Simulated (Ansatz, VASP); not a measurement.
**Two plane-wave programs on TaSi2**

The input INCAR:

```
SYSTEM = TaSi2
PREC = Accurate
ENCUT = 600
EDIFF = 1E-6
ISMEAR = -1
SIGMA = 0.05
LREAL = .FALSE.
LASPH = .TRUE.
NELM = 60
ALGO = Fast
ISIF = 3
LWAVE = .FALSE.
LCHARG = .FALSE.
GGA = PE
IBRION = 2
NSW = 40
EDIFFG = -0.01
```

The input KPOINTS:

```
regular mesh
0
G
  5 5 3
  0 0 0
```

Contents of POSCAR:

```
TaSi2
1.0
    4.7800000000      0.0000000000      0.0000000000
   -2.3900000000      4.1396014301      0.0000000000
    0.0000000000      0.0000000000      6.5640000000
Ta Si
3 6
Direct
    0.0000000000      0.5000000000      0.1666666667
    0.5000000000      0.5000000000      0.8333333333
    0.5000000000      0.0000000000      0.5000000000
    0.3333000000      0.1666500000      0.1666666667
    0.1666500000      0.8333500000      0.8333333333
    0.8333500000      0.6667000000      0.5000000000
    0.6667000000      0.8333500000      0.1666666667
    0.8333500000      0.1666500000      0.8333333333
    0.1666500000      0.3333000000      0.5000000000
```

Contents of input.yaml:

```yaml
crystal:
  lattice:
    - [4.78, 0.0, 0.0]
    - [-2.39, 4.1396014301, 0.0]
    - [0.0, 0.0, 6.564]
  atoms:
    - { symbol: Ta, position: [0.0, 0.5, 0.1666666667] }
    - { symbol: Ta, position: [0.5, 0.5, 0.8333333333] }
    - { symbol: Ta, position: [0.5, 0.0, 0.5] }
    - { symbol: Si, position: [0.3333, 0.16665, 0.1666666667] }
    - { symbol: Si, position: [0.16665, 0.83335, 0.8333333333] }
    - { symbol: Si, position: [0.83335, 0.6667, 0.5] }
    - { symbol: Si, position: [0.6667, 0.83335, 0.1666666667] }
    - { symbol: Si, position: [0.83335, 0.16665, 0.8333333333] }
    - { symbol: Si, position: [0.16665, 0.3333, 0.5] }
hamiltonian:
  xc: pbe
  pseudopotentials: { kind: paw }
kpoints:
  mp_grid: { grid: [5, 5, 3] }
scf:
  occupations: { method: fermi_dirac, width: 0.05 }
output:
  forces: true
  stress: true
  eigenvalues: true
  write_density: true
  write_potential: true
  elf: true
  volumetric_format: npy
relax:
  f_tol: 0.01
  max_steps: 40
  cell: { stress_tol: 0.05 }
```

Alike in both runs: task relaxation of cell and atoms; functional PBE; k mesh 5 × 5 × 3; occupations fermi-dirac, width 0.05 eV; no spin polarisation.

|  | VASP | Ansatz |
| --- | --- | --- |
| version | VASP 6.6.1 | Ansatz 0.2.0 |
| potentials or method | VASP PAW PBE potentials, release 64 (Ta_pv, Si) | Ansatz PAW |
| plane-wave cutoff (eV) | 600 | 420 |
| valence electrons in the cell | 57 | 63 |

```csv
,VASP,Ansatz,Ansatz less VASP
"gap on the k mesh at the Fermi level, each at its own relaxed structure (eV)",none,none,-
relaxed volume (Å³/atom),14.68,14.67,-0.011
relaxed cell length with the largest relative difference (Å),4.816,4.814,-0.0013
energy change over the relaxation (meV/atom),-20,-20,+0.4
```

A gap of «none» marks a metal or a gap that the smearing closes. The two sets of potentials don't hold the same shells in valence.

Caveats: the plane-wave basis is chosen anew once the cell has moved, so the energies of steps on either side of that aren't comparable (Ansatz). The runs have no spin-orbit coupling, so splittings on Ta are missing. PBE usually gives volumes a little too large and moduli too small. Zero-point motion and thermal expansion aren't in these numbers.
